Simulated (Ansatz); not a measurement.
The system is Sn.

```xyz
1
Lattice="-1.7265 1.7755 2.3383 1.7265 -1.7755 2.3383 1.7265 1.7755 -2.3383" Properties=species:S:1:pos:R:3 pbc="T T T"
Sn    0.0000    0.0000    0.0000
```

This isn't the form of Sn at room conditions, which is tetragonal (white tin).

Base run:

* Program: Ansatz 0.2.0
* Functional: RPBE
* Potentials or basis: Ansatz PAW
* Cutoff: 420 eV (not typed: the program's choice for these potentials)
* k mesh: 11 × 11 × 11
* Occupations: fermi-dirac, width 0.05 eV
* Spin: no spin polarisation

Its results: band gap on the k mesh none (metal or under the smearing width); pressure 0.3 GPa.

Question: After a change of settings the same cell gave: band gap on the k mesh none (metal or under the smearing width); pressure -1.0 GPa. Which change was it?
A. functional from RPBE to PBE; occupations from fermi-dirac, width 0.05 eV to gaussian, width 0.012 eV
B. functional from RPBE to revPBE
C. functional from RPBE to BLYP
D. functional from RPBE to PBEsol

Answer: A.

Caveats: spin-orbit coupling is left out, which moves the levels of the heavy elements (some runs); the PAW data sets come from PBE, with cores solved anew for the run's functional, which leaves a small shift of forces and pressure (some runs).
